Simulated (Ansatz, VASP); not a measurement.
**W (W wire along [111], 14 atoms a period) in two plane-wave programs**

Aim: how closely do two programs agree when they are given the same cell, functional and k mesh? The structure shown is the start of the Ansatz relaxation below; VASP solves that cell, so the two are compared at the walk's first step.

Method: plane waves, with VASP 6.6.1 beside it; single point at PBE, in Ansatz 0.2.0.

**1. Starting point**

The cell holds 14 atoms: 14 W. Its edges and angles: a = 13.525 Å, b = 15.859 Å, c = 2.745 Å, α = 90.0°, β = 90.0°, γ = 90.0°. Vacuum lies along a and b. The structure's axis is c.

**2. Ansatz: relaxation, PBE**

Ansatz runs on its PAW soft_1 files.

The two programs are compared at the cell with which this relaxation starts, whose forces are those of its first step.

File input.yaml:

```yaml
crystal:
  lattice:
    - [13.525, 0.0, 0.0]
    - [0.0, 15.859, 0.0]
    - [0.0, 0.0, 2.74530053]
  atoms:
    - { symbol: W, position: [0.251386322, 0.704009237, 0.0] }
    - { symbol: W, position: [0.417118558, 0.459199271, 0.0] }
    - { symbol: W, position: [0.582850794, 0.704009237, 0.0] }
    - { symbol: W, position: [0.251386322, 0.377595949, 0.333333333] }
    - { symbol: W, position: [0.417118558, 0.622405915, 0.333333333] }
    - { symbol: W, position: [0.582850794, 0.377595949, 0.333333333] }
    - { symbol: W, position: [0.748583031, 0.622405915, 0.333333333] }
    - { symbol: W, position: [0.251386322, 0.540802593, 0.666666667] }
    - { symbol: W, position: [0.417118558, 0.295992628, 0.666666667] }
    - { symbol: W, position: [0.417118558, 0.785612559, 0.666666667] }
    - { symbol: W, position: [0.582850794, 0.540802593, 0.666666667] }
    - { symbol: W, position: [0.748583031, 0.295992628, 0.666666667] }
    - { symbol: W, position: [0.582850794, 0.214389306, 0.0] }
    - { symbol: W, position: [0.748583031, 0.459199271, 0.0] }
kpoints:
  mp_grid: { grid: [1, 1, 30] }
scf:
  occupations: { method: fermi_dirac, width: 0.05 }
hamiltonian:
  xc: pbe
  pseudopotentials: { kind: paw, azcp: { folder: soft_1 } }
relax:
  cell: { fix: [a, b, alpha, beta, gamma] }
  max_steps: 45
  f_tol: 0.03
```

Command:

```console
ansatz run input.yaml --threads 4 --pin off --max-ram 16384MiB --backend cpu --events-out ev --progress --plain --runs-dir out
```

Numbers of over 12 decimals in the logs are rounded to 6 here.

What it wrote:

```text
Engine: ansatz 0.2.0, x86_64-unknown-linux-gnu
Pseudopotentials: kind: paw
Pseudopotential: W, paw, valence charge 14, recommended cutoff 420 eV (normal), soft_1/W.paw.azcp
Functional definition: PBE
  parameter kappa = 0.804
  parameter beta = 0.066725
  exchange = pbe_x(kappa = kappa, mu = beta*pi^2/3)
  correlation = pbe_c(beta = beta)
Crystal: 14 atoms, lattice volume = 588.848 Å³
Basis set: ecut = 420 eV, 11573 PW (Γ), exchange–correlation on 192×216×40 points (8 copies of the dense FFT grid, shifted against one another)
Bands: 118, of which v1, the nominal top of the filled ones, is band 98 counted from 1 (97 counted from 0)
Symmetry: 2 space group operations
Space group: P-1 (ITA 2), of the structure as read, at distance tolerance 8.4e-5 Å
k-points: 16 of 30
Non-local potential: W, projectors of the file, l = 0: 3, l = 1: 2, l = 2: 2, l = 3: 1
PAW form: soft (Blöchl's): semilocal exchange-correlation on the pseudo side does not see the compensation charge
PAW one-centre angular grid: W, 590 points (default); XC on 64 Gauss nodes
Initial density: superposition of atomic densities (neutral atoms: chi_scale 0, normalization atom)
Initial wavefunctions: pseudopotential atomic-orbital guess
Functional: x = pbe(κ = 0.804, μ = 0.219515), c = pbe(β = 0.066725)
SCF iter   1: F=—  HF=-145391.537519 eV  |F-HF|=—  |Δ(HF+E_count)|=         —  Δρ=4.68e-2  dr2=7.30e1  ethr=3.10e-3  ⟨swp⟩=9.2  Hψ=8658  notcnv=0
preconditioner: auto → LDOS  [metal: Δε(μ)=0.008 eV  Ē_g=4.511 eV  σ=0.050 eV  W_gap=0.04  n_scr=86 (ndim 8)  ℏωp=14.0 eV  f_vac=0.461  D(μ)=18.26/eV (n_scr^D=110)  β→1.0]
SCF iter   2: F=—  HF=-145385.146809 eV  |F-HF|=—  |Δ(HF+E_count)|=    6.39e0  Δρ=3.11e-2  dr2=2.02e1  ethr=3.10e-3  ⟨swp⟩=4.6  Hψ=5147  notcnv=0  defer=32
SCF iter   3: F=—  HF=-145382.731220 eV  |F-HF|=—  |Δ(HF+E_count)|=    2.42e0  Δρ=8.16e-3  dr2=1.79e0  ethr=3.10e-3  ⟨swp⟩=4.1  Hψ=4516  notcnv=0  defer=46
SCF iter   4: F=—  HF=-145382.412606 eV  |F-HF|=—  |Δ(HF+E_count)|=   3.19e-1  Δρ=2.41e-3  dr2=1.42e-1  ethr=9.16e-4  ⟨swp⟩=3.2  Hψ=3106  notcnv=0  defer=40
SCF iter   5: F=—  HF=-145382.405532 eV  |F-HF|=—  |Δ(HF+E_count)|=   7.07e-3  Δρ=1.13e-3  dr2=2.09e-2  ethr=7.24e-5  ⟨swp⟩=3.1  Hψ=3414  notcnv=0  defer=40
SCF iter   6: F=—  HF=-145382.402613 eV  |F-HF|=—  |Δ(HF+E_count)|=   2.92e-3  Δρ=3.76e-4  dr2=1.92e-3  ethr=1.06e-5  ⟨swp⟩=2.4  Hψ=3123  notcnv=0  defer=40
SCF iter   7: F=—  HF=-145382.402835 eV  |F-HF|=—  |Δ(HF+E_count)|=   2.22e-4  Δρ=1.28e-4  dr2=3.51e-4  ethr=9.81e-7  ⟨swp⟩=2.6  Hψ=2961  notcnv=0  defer=40
SCF iter   8: F=—  HF=-145382.402865 eV  |F-HF|=—  |Δ(HF+E_count)|=   3.05e-5  Δρ=5.06e-5  dr2=3.97e-5  ethr=1.79e-7  ⟨swp⟩=2.4  Hψ=2910  notcnv=0  defer=40
SCF iter   9: F=—  HF=-145382.402964 eV  |F-HF|=—  |Δ(HF+E_count)|=   9.91e-5  Δρ=1.73e-5  dr2=3.15e-6  ethr=2.03e-8  ⟨swp⟩=2.8  Hψ=3114  notcnv=0  defer=40
SCF iter  10: F=—  HF=-145382.402966 eV  |F-HF|=—  |Δ(HF+E_count)|=   2.07e-6  Δρ=5.00e-6  dr2=2.15e-7  ethr=1.61e-9  ⟨swp⟩=2.4  Hψ=2824  notcnv=0  defer=40
SCF iter  11: F=-145382.402966 eV  HF=-145382.402966 eV  |F-HF|=5.47e-9  |Δ(HF+E_count)|=   1.19e-7  Δρ=1.51e-6  dr2=1.80e-8  ethr=5.10e-11  ⟨swp⟩=5.3  Hψ=6585  notcnv=0
SCF 1 converged in 11 iterations: F = -145382.402966 eV  dr2 = 1.80e-8
  greatest PAW one-centre occupation: 0.999 electrons in one spin orbital (limit 2), on the W atom at site 5 (counted from 0), in its partial waves of l = 0
relax step   1: F+E_penalty+E_count = -145382.40296626 eV  Δ(F+E_penalty+E_count) = +0.000e0 eV  max|allowed force component| = 1.866e0 eV/Å  Δτ_max = 0.0000 Å  P = -6.296 GPa  Ω = 588.848 Å³  fix = [a, b, alpha, beta, gamma]  reactions: a -5.732, b -6.001 GPa; alpha -0.380, beta -0.637, gamma -0.258 GPa/rad  (11 SCF iters, dr2 threshold 1.00e-7 eV, accepted)
[...]
relax step   7: F+E_penalty+E_count = -145383.69773926 eV  Δ(F+E_penalty+E_count) = -8.968e-4 eV  max|allowed force component| = 2.710e-2 eV/Å  Δτ_max = 0.0055 Å  P = +0.023 GPa  Ω = 576.071 Å³  energy of the carried Pulay correction = +2.469e-3 eV  fix = [a, b, alpha, beta, gamma]  reactions: a +0.001, b +0.010 GPa; alpha +0.013, beta +0.007, gamma -0.020 GPa/rad  (6 SCF iters, dr2 threshold 1.81e-7 eV, accepted)
[...]
relax step   8: F+E_penalty+E_count = -145383.69780671 eV  Δ(F+E_penalty+E_count) = -6.744e-5 eV  max|allowed force component| = 1.667e-2 eV/Å  Δτ_max = 0.0075 Å  P = -0.005 GPa  Ω = 576.176 Å³  energy of the carried Pulay correction = +2.448e-3 eV  fix = [a, b, alpha, beta, gamma]  reactions: a -0.050, b +0.019 GPa; alpha -0.011, beta -0.030, gamma +0.022 GPa/rad  (7 SCF iters, dr2 threshold 8.17e-9 eV, accepted)
[...]
relax step   9: F+E_penalty+E_count = -145383.69538493 eV  Δ(F+E_penalty+E_count) = +2.422e-3 eV  max|allowed force component| = 1.668e-2 eV/Å  Δτ_max = 0.0000 Å  P = -0.005 GPa  Ω = 576.176 Å³  fix = [a, b, alpha, beta, gamma]  reactions: a -0.049, b +0.020 GPa; alpha -0.011, beta -0.030, gamma +0.022 GPa/rad  stress off target by 1.50e-2 GPa on what of the cell is left free  SCF on the basis re-selected at this cell (its energy is not comparable with the rows above)  (6 SCF iters)
basis re-selected at this cell: Δ(F+E_penalty+E_count) = +2.422e-3 eV, ΔP = +0.000 GPa vs the last step (what re-selecting the basis moved, of the pressure what is left beyond the Pulay correction that the steps carried, after the strain that the cell walked since its last selection, with what the two solves' SCF thresholds leave and, on support functions, any second-order correction that the steps lacked; it is no measure of the basis error at this ecutwfc). The dense FFT grid was sized anew with the basis: this SCF ran on 96×108×18 points, the steps before it on 96×108×20, so part of this shift can come from that change (see relax.cell in the input reference). [rest of the remark cut]
SCF converged after 6 iterations
Free energy (F): -145383.695385 eV
Harris-Foulkes:  -145383.695385 eV  (|F-HF|=0.00e0)
Internal energy: -145383.589350 eV  (E = F + TS)
E sigma→0 (E₀):  -145383.642367 eV
Entropy (-TS):   -0.106035 eV (-7.574 meV/atom)
Fermi energy:    5.988317 eV
--- Per-component energies (eV) ---
  E_band       = -4346.633002
  E_kinetic    = 5896.826545
  E_local      = -93052.842462  (includes V_loc(G=0)·N_el)
  E_nonlocal   = -345.581373
  E_hartree    = 44324.393146
  E_xc         = -3730.768664
  E_vxc        = -3215.535170  (∫ρ·V_xc dr)
  E_paw        = -120091.864883  (= ΣΔE_a)
  E_vpaw       = -2278.290235  (= ΣTr[D̂ρ^β])
  E_aug_tail   = 0.002099  (compensation charges beyond the density's cutoff)
  E_ewald      = 21616.246242
  E_smearing   = -0.106035  (= −TS)
  E_closure    = -0.000000  (closes the sum)
  Σ components = -145383.695385   (vs F -145383.695385, Δ=0.00e0)
--- Forces (eV/Å), atoms counted from 1 ---
  atom   1  W      0.00534857     0.00394872    -0.00616062
  atom   2  W     -0.00105301     0.00068747    -0.00863468
  atom   3  W     -0.01356531     0.00596095     0.00087956
  atom   4  W     -0.00087858     0.00129433    -0.00782431
  atom   5  W     -0.00117079     0.00329641    -0.00018759
  atom   6  W      0.00117079    -0.00329641     0.00018759
  atom   7  W      0.00087858    -0.00129433     0.00782431
  atom   8  W      0.00230177     0.01667747     0.00035826
  atom   9  W      0.01356531    -0.00596095    -0.00087956
  atom  10  W     -0.00155850    -0.00123896     0.00606856
  atom  11  W      0.00105301    -0.00068747     0.00863468
  atom  12  W     -0.00534857    -0.00394872     0.00616062
  atom  13  W      0.00155850     0.00123896    -0.00606856
  atom  14  W     -0.00230177    -0.01667747    -0.00035826
  max |Σ_I F_I| component: 2.06e-18 eV/Å
--- Stress (GPa, compression-positive) ---
       -0.048858      -0.022175       0.030463
       -0.022175       0.020021       0.010790
        0.030463       0.010790       0.015013
  P = ⅓ Tr σ = -0.0046 GPa (-0.046 kbar)
--- Relaxed structure (8 steps of the walk, 7 accepted, 1 SCFs on fresh bases) ---
  F+E_penalty+E_count = -145383.69538493 eV   max|allowed force component| = 1.668e-2 eV/Å   (the final SCF, on the basis selected at the relaxed cell)
  cell:  # Å, volume = 576.1762 Å³
    - [13.525, 0, 0]
    - [0, 15.859, 0]
    - [0, 0, 2.686224]
  atoms:
    - { symbol: W, position: [0.259815, 0.698221, -0.00856576] }
    - { symbol: W, position: [0.414714, 0.458341, -0.012683] }
    - { symbol: W, position: [0.582831, 0.702432, -0.00770597] }
    - { symbol: W, position: [0.257974, 0.381536, 0.263029] }
    - { symbol: W, position: [0.416921, 0.623219, 0.333652] }
    - { symbol: W, position: [0.583049, 0.376781, 0.333015] }
    - { symbol: W, position: [0.741995, 0.618464, 0.403637] }
    - { symbol: W, position: [0.253146, 0.541333, 0.675338] }
    - { symbol: W, position: [0.417138, 0.297568, 0.674373] }
    - { symbol: W, position: [0.420725, 0.776860, 0.675889] }
    - { symbol: W, position: [0.585256, 0.541659, 0.679349] }
    - { symbol: W, position: [0.740154, 0.301779, 0.675232] }
    - { symbol: W, position: [0.579244, 0.223140, -0.00922239] }
    - { symbol: W, position: [0.746824, 0.458667, -0.00867095] }
```

Reading the cycles: dr2 is the Hartree energy of the density residual (eV), the measure of convergence; HF is the Harris–Foulkes estimate of the energy, which meets the free energy F at convergence.

(Continued in part 2 of 2.)

[Lines on the potential files, build, host, timing and source positions are cut from VASP's logs without a mark.]

[Logs are printed without paths, hosts, clocks, repeated set-up lines and the standing remarks that a program may print on its own settings, such as how far it seeks lower states.]

[Hosts, paths, dates, database ids (printed as entryN), source tags and the programs' standing remarks are cut or masked in the printed files.]
